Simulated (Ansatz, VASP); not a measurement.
**KF (Carobbiite) in VASP and in Ansatz**

```
K F
1.0
     0.00000    2.61731    2.61731
     2.61731    0.00000    2.61731
     2.61731    2.61731    0.00000
K F
1 1
Direct
  0.00000 0.00000 0.00000
  0.50000 0.50000 0.50000
```

Change from the starting cell: volume scaled by 0.94.

Alike in both runs: task single point; functional PBEsol; k mesh 9 × 9 × 9; occupations fermi-dirac, width 0.05 eV; no spin polarisation.

|  | VASP | Ansatz |
| --- | --- | --- |
| version | VASP 6.6.1 | Ansatz 0.2.0 |
| potentials or method | VASP PAW PBE potentials, release 64 (K_sv, F) | Ansatz PAW |
| plane-wave cutoff (eV) | 520 | 420 |
| valence electrons in the cell | 16 | 16 |

Ansatz gave:

| Item | Value |
| --- | --- |
| gap on the k mesh at the Fermi level (eV) | 6.37 |
| least direct gap on the mesh (eV) | 6.37 |
| pressure (GPa) | 1.5 |

Q: Estimate VASP's values.

A: gap on the k mesh at the Fermi level (eV): 6.35; least direct gap on the mesh (eV): 6.35; pressure (GPa): 1.6.

Caveats: the PAW data sets were made with another functional, which shifts forces and pressure a little (VASP); an odd mesh through Γ misses points on the zone boundary, where band edges often lie (VASP); odd divisions of the mesh miss points on the zone boundary, where band edges often lie, so the gap on the mesh can be too wide (Ansatz); the pressure holds a Pulay correction of +0.4 GPa for the finite cutoff (Ansatz); the PAW data sets come from PBE, with cores solved anew for the run's functional, which leaves a small shift of forces and pressure (Ansatz).
